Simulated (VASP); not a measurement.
# Si (R-3m) in VASP: phonons with PBE

Aim: the phonons of Si with PBE.

All numbers are computed with VASP 6.6.1; they aren't measurements. Logs are shortened: lines on timing, memory, paths and dates and some standing lists are left out, and cuts for length are marked.

### 1 Starting point

It takes space group R-3m (No. 166, trigonal). The conventional cell has a = 3.833 Å, b = 3.833 Å, c = 9.501 Å, α = 90.00°, β = 90.00°, γ = 120.00°. Around Si (site symmetry 3m) lie 4 Si at 2.35 to 2.37 Å.

### 2 Phonons, PBE

POSCAR reads:

```
Si
1.0
    0.0213672721      2.7319713639      2.7319713639
    2.7319713639      0.0213672721      2.7319713639
    2.7319713639      2.7319713639      0.0213672721
Si
2
Direct
    0.0005061000      0.0005061000      0.0005061000
    0.2494940000      0.2494940000      0.2494940000
```

INCAR.step1 reads:

```
PREC = Accurate
ENCUT = 600
EDIFF = 1E-8
ISMEAR = 0
SIGMA = 0.01
LREAL = F
LASPH = T
NELM = 100
ALGO = Fast
ISIF = 3
LWAVE = F
LCHARG = F
GGA = PE
IBRION = 2
NSW = 40
EDIFFG = -0.002
```

INCAR.step2 reads:

```
PREC = Accurate
ENCUT = 600
EDIFF = 1E-8
ISMEAR = 0
SIGMA = 0.01
LREAL = F
LASPH = T
NELM = 100
ALGO = Fast
ISIF = 2
LWAVE = F
LCHARG = F
GGA = PE
IBRION = 8
NSW = 1
```

KPOINTS reads:

```
regular mesh
0
Gamma
  10 10 10
```

Potentials or basis: VASP PAW PBE potentials, release 64 (Si).

Launch:

```
> cat potpaw_PBE.64/Si/POTCAR > POTCAR
> cp INCAR.step1 INCAR
> mpirun -np 1 vasp_std > vasp.out
> cp CONTCAR POSCAR
> cp INCAR.step2 INCAR
> mpirun -np 1 vasp_std > vasp.out
```

OUTCAR:

```text
PREC = Accurate
   ENCUT = 600
   EDIFF = 1E-8
   ISMEAR = 0
   LREAL = F
   LASPH = T
   NELM = 100
   ISIF = 2
   GGA = PE
   IBRION = 8
   NSW = 1

 ion  position               nearest neighbor table
   1  0.000  0.000  0.000-   2 2.37   2 2.37   2 2.37   2 2.37
   2  0.250  0.250  0.250-   1 2.37   1 2.37   1 2.37   1 2.37

  LATTYP: Found a face centered cubic cell.
 ALAT       =     5.4687158905

  Lattice vectors:

 A1 = (   0.0000129516,   2.7343579452,   2.7343579452)
 A2 = (   2.7343579452,   0.0000129516,   2.7343579452)
 A3 = (   2.7343579452,   2.7343579452,   0.0000129516)

Analysis of symmetry for initial positions (statically):
=====================================================================
 Subroutine PRICEL returns:
 Original cell was already a primitive cell.

 Routine SETGRP: Setting up the symmetry group for a
 face centered cubic supercell.

 Subroutine GETGRP returns: Found 12 space group operations
 (whereof  6 operations were pure point group operations)
 out of a pool of 48 trial point group operations.

The static configuration has the point symmetry C_3v.
 The point group associated with its full space group is D_3d.

Analysis of symmetry for dynamics (positions and initial velocities):
=====================================================================
 Subroutine PRICEL returns:
 Original cell was already a primitive cell.

 Routine SETGRP: Setting up the symmetry group for a
 face centered cubic supercell.

 Subroutine GETGRP returns: Found 12 space group operations
 (whereof  6 operations were pure point group operations)
 out of a pool of 48 trial point group operations.

The dynamic configuration has the point symmetry C_3v.
 The point group associated with its full space group is D_3d.

 Subroutine INISYM returns: Found 12 space group operations
 (whereof  6 operations are pure point group operations),
 and found     1 'primitive' translations

----------------------------------------------------------------------------------------

                                     Primitive cell

  volume of cell :      40.8877

  direct lattice vectors                    reciprocal lattice vectors
     0.000012952  2.734357945  2.734357945    -0.182859583  0.182858716  0.182858716
     2.734357945  0.000012952  2.734357945     0.182858716 -0.182859583  0.182858716
     2.734357945  2.734357945  0.000012952     0.182858716  0.182858716 -0.182859583

  length of vectors
     3.866966091  3.866966091  3.866966091     0.316721088  0.316721088  0.316721088

  position of ions in fractional coordinates (direct lattice)
     0.000003597  0.000003597  0.000003597
     0.249996503  0.249996503  0.249996503

  ion indices of the primitive-cell ions
   primitive index   ion index
                 1           1
                 2           2

----------------------------------------------------------------------------------------

 KPOINTS: regular mesh

Automatic generation of k-mesh.
 Grid dimensions read from file:
 generate k-points for:   10   10   10

 Generating k-lattice:

  Cartesian coordinates                     Fractional coordinates (reciprocal lattice)
    -0.018285958  0.018285872  0.018285872     0.100000000  0.000000000 -0.000000000
     0.018285872 -0.018285958  0.018285872     0.000000000  0.100000000 -0.000000000
     0.018285872  0.018285872 -0.018285958     0.000000000  0.000000000  0.100000000

  Length of vectors
     0.031672109  0.031672109  0.031672109

  Shift w.r.t. Gamma in fractional coordinates (k-lattice)
     0.000000000  0.000000000  0.000000000

[... 80 lines left out ...]
   LRPA    =     F    only Hartree local field effects (RPA)
 non-spin polarized calculation
 RMM-DIIS sequential band-by-band and
 Gauss-broadening in eV      SIGMA  =   0.01
  energy-cutoff  :      600.00
  volume of cell :       40.89
 maximum number of plane-waves:      1387
   NGX = 15   NGY = 15   NGZ = 15

--------------------------------------- Ionic step        1  -------------------------------------------

 number of electron       8.0000000 magnetization

 Free energy of the ion-electron system (eV)
  ---------------------------------------------------
  ext. energy  EPLUGINS =         0.00000000
  ---------------------------------------------------
  free energy    TOTEN  =       -10.84933439 eV

  energy without entropy =      -10.84933439  energy(sigma->0) =      -10.84933439

 E-fermi :   5.7176     XC(G=0):  -9.3271

 val. band max:        5.6165439842   @ k =   0.0000   0.0000   0.0000
 cond. band min:       6.2343250669   @ k =   0.4000   0.4000  -0.0000
 fundamental gap:      0.6177810827
 Fermi energy:         5.7175867679

 k-point     1 :       0.0000    0.0000    0.0000
  band No.  band energies     occupation
      1      -6.1983      2.00000
      2       5.6160      2.00000
      3       5.6165      2.00000
      4       5.6165      2.00000
      5       8.1731      0.00000
      6       8.1731      0.00000
      7       8.1734      0.00000
      8       8.7505      0.00000
[... 243 lines left out ...]
 k-point    24 :       0.5000    0.4000    0.5000
  band No.  band energies     occupation
      1      -3.8648      2.00000
      2      -1.1131      2.00000
      3       3.6690      2.00000
      4       4.1984      2.00000
      5       7.7138      0.00000
      6       8.9271      0.00000
      7       9.4559      0.00000
      8      13.3569      0.00000

 [... further k-points ...]

------------------------ aborting loop because EDIFF is reached ----------------------------------------

  FORCE on cell =-STRESS in cart. coord.  units (eV):
  Direction    XX          YY          ZZ          XY          YZ          ZX
  --------------------------------------------------------------------------------------
  -------------------------------------------------------------------------------------
  Total        0.0004375      0.0004375      0.0004375      0.0002312      0.0002312      0.0002312
  in kB        0.0171431      0.0171431      0.0171431      0.0090577      0.0090577      0.0090577
  external PRESSURE =       0.0171431 kB  Pullay stress =       0.0000000 kB

 VOLUME and BASIS-vectors are now :
 -----------------------------------------------------------------------------
  energy-cutoff  :      600.00
  volume of cell :       40.89
      direct lattice vectors                 reciprocal lattice vectors
     0.000012952  2.734357945  2.734357945    -0.182859583  0.182858716  0.182858716
     2.734357945  0.000012952  2.734357945     0.182858716 -0.182859583  0.182858716
     2.734357945  2.734357945  0.000012952     0.182858716  0.182858716 -0.182859583

 POSITION                                       TOTAL-FORCE (eV/Angst)
 -----------------------------------------------------------------------------------
      0.00002      0.00002      0.00002        -0.000463     -0.000463     -0.000463
      1.36716      1.36716      1.36716         0.000463      0.000463      0.000463
 -----------------------------------------------------------------------------------
    total drift:                               -0.000000     -0.000000     -0.000000

  FREE ENERGIE OF THE ION-ELECTRON SYSTEM (eV)
  ---------------------------------------------------
  free  energy   TOTEN  =       -10.8493343944 eV

  energy  without entropy=      -10.8493343944  energy(sigma->0) =      -10.84933439

[... ionic steps 2 to 3 ...]

--------------------------------------- Ionic step        4  -------------------------------------------

 Free energy of the ion-electron system (eV)
  ---------------------------------------------------
  ---------------------------------------------------
  free energy    TOTEN  =        -0.01737206 eV

  energy without entropy =       -0.01737206

------------------------ aborting loop because EDIFF is reached ----------------------------------------

 INTERNAL STRAIN TENSOR  FOR ION    1  DIRECTION 1   (eV/Angst):
 -----------------------------------------------------------------------------
    -0.00224  0.16554  0.16554
    -0.19196  0.00211  8.78604
    -0.19196  8.78604  0.00211

 INTERNAL STRAIN TENSOR FOR ION    2 for displacements in x,y,z  (eV/Angst):
          X           Y           Z          XY          YZ          ZX
  --------------------------------------------------------------------------------
  x     0.00224    -0.00211    -0.00211     0.19196    -8.78604    -0.16554
  y    -0.00211     0.00224    -0.00211    -0.16554     0.19196    -8.78604
  z    -0.00211    -0.00211     0.00224    -8.78604    -0.16554     0.19196

 SECOND DERIVATIVES (NOT SYMMETRIZED)
 ------------------------------------
               1X          1Y          1Z          2X          2Y          2Z
  1X   -13.045337    0.001990    0.001990   13.045337   -0.001990   -0.001990
  1Y     0.001990  -13.045337    0.001990   -0.001990   13.045337   -0.001990
  1Z     0.001990    0.001990  -13.045337   -0.001990   -0.001990   13.045337
  2X    13.045337   -0.001990   -0.001990  -13.045337    0.001990    0.001990
  2Y    -0.001990   13.045337   -0.001990    0.001990  -13.045337    0.001990
  2Z    -0.001990   -0.001990   13.045337    0.001990    0.001990  -13.045337

 Eigenvectors and eigenvalues of the dynamical matrix
 ----------------------------------------------------

   1 f  =   15.069168 THz    94.682378 2PiTHz  502.653353 cm-1    62.321045 meV
             X         Y         Z           dx          dy          dz
      0.000020  0.000020  0.000020     0.288170   -0.577350    0.289180
      1.367163  1.367163  1.367163    -0.288170    0.577350   -0.289180
[... 16 lines left out ...]
   5 f  =    0.000000 THz     0.000001 2PiTHz    0.000005 cm-1     0.000001 meV
             X         Y         Z           dx          dy          dz
      0.000020  0.000020  0.000020     0.106683   -0.695228    0.072643
      1.367163  1.367163  1.367163     0.106683   -0.695228    0.072643

   6 f/i=    0.000000 THz     0.000002 2PiTHz    0.000010 cm-1     0.000001 meV
             X         Y         Z           dx          dy          dz
      0.000020  0.000020  0.000020     0.002793   -0.073059   -0.703317
      1.367163  1.367163  1.367163     0.002793   -0.073059   -0.703317

--------------------------------------------------------------------------------------------------------

 ELASTIC MODULI CONTR FROM IONIC RELAXATION (kBar)
 Direction    XX          YY          ZZ          XY          YZ          ZX
 --------------------------------------------------------------------------------
 XX          -0.0000      0.0000      0.0000     -0.0581      0.0592     -0.0534
 YY           0.0000     -0.0000      0.0000     -0.0534     -0.0581      0.0592
 ZZ           0.0000      0.0000     -0.0000      0.0592     -0.0534     -0.0581
 XY          -0.0581     -0.0534      0.0592   -232.0647      0.7573      0.7573
 YZ           0.0592     -0.0581     -0.0534      0.7573   -232.0647      0.7573
 ZX          -0.0534      0.0592     -0.0581      0.7573      0.7573   -232.0647
 --------------------------------------------------------------------------------
```

Wall time 2.5 min (1 thread of Intel Xeon 6975P-C (Granite Rapids), shared host); peak memory 0.36 GiB.

Results:

| Quantity | Value |
| --- | --- |
| Relaxed volume | 20.44 Å³/atom |
| Relaxed cell | a = 3.867 Å, b = 3.867 Å, c = 3.867 Å, α = 60.00°, β = 60.00°, γ = 60.00° |
| Space group after relaxing (to 0.05 Å) | Fd-3m (No. 227) |
| Highest phonon frequency at Γ | 503 cm⁻¹ |

Step by step:
```
step  energy change (eV)  largest force (eV/Å)  pressure (GPa)  volume (Å³)
   1              0.0000                0.0002            1.32        40.30
   2             -0.0026                0.1155           -0.83        41.28
   3             -0.0036                0.0768           -0.10        40.93
   4             -0.0041                0.0142           -0.07        40.92
   5             -0.0041                0.0130           -0.06        40.91
   6             -0.0041                0.0100            0.04        40.87
   7             -0.0041                0.0008            0.00        40.89
```

Final structure:
```
Si
1.0
     0.00001    2.73436    2.73436
     2.73436    0.00001    2.73436
     2.73436    2.73436    0.00001
Si
2
Direct
  0.00000 0.00000 0.00000
  0.25000 0.25000 0.25000
```

Phonon frequencies in cm⁻¹ (negative: imaginary):
| q point | frequencies |
| --- | --- |
| (0.000, 0.000, 0.000) | 0 0 0 503 503 503 |
